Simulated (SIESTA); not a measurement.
## Al under changes of volume

One of the cells (16.603 Å³/atom); the others are scaled copies at fixed shape and fractional positions:

```
CELL_PARAMETERS angstrom
0.00000 2.02481 2.02481
2.02481 0.00000 2.02481
2.02481 2.02481 0.00000
ATOMIC_POSITIONS crystal
Al 0.00000 0.00000 0.00000
```

| Item | Value |
| --- | --- |
| Program | SIESTA 5.4.2 |
| Functional | LDA |
| Potentials or basis | PseudoDojo 0.4 standard (LDA files) |
| Basis | DZP (energy shift 0.002 Ry; radii capped at 9.5 bohr) |
| Grid cutoff | 500 Ry |
| Energy shift | 0.002 Ry |
| k mesh | 11 × 11 × 11 |
| Occupations | fermi-dirac, width 0.05 eV |
| Spin | no spin polarisation |

```tsv
volume (Å³/atom)	energy over the lowest point (meV/atom)	pressure (GPa)
15.607	1.44	1.7
15.939	0.00	-0.3
16.271	2.40	-2.0
16.603	?	?
16.935	16.93	-4.9
17.267	28.32	-6.1
17.599	42.01	-7.1
```

Task: What does the run at 16.603 Å³/atom give?

Result: Energy over the lowest point 8.18 meV/atom; pressure -3.5 GPa.

Worked out: A Birch-Murnaghan fit of order 3 (a polynomial in V^(-2/3)) to the other rows has its minimum at 15.89 Å³/atom with B0 = V·E''(V) = 90 GPa and B' = 5.0. It gives 8.18 meV/atom at 16.603 Å³/atom, against the run's 8.18, and -dE/dV = -3.5 GPa, against -3.5.

Energies are extrapolated to zero smearing.

Caveats: the basis of atomic orbitals isn't converged, which shifts pressures, moduli and gaps.
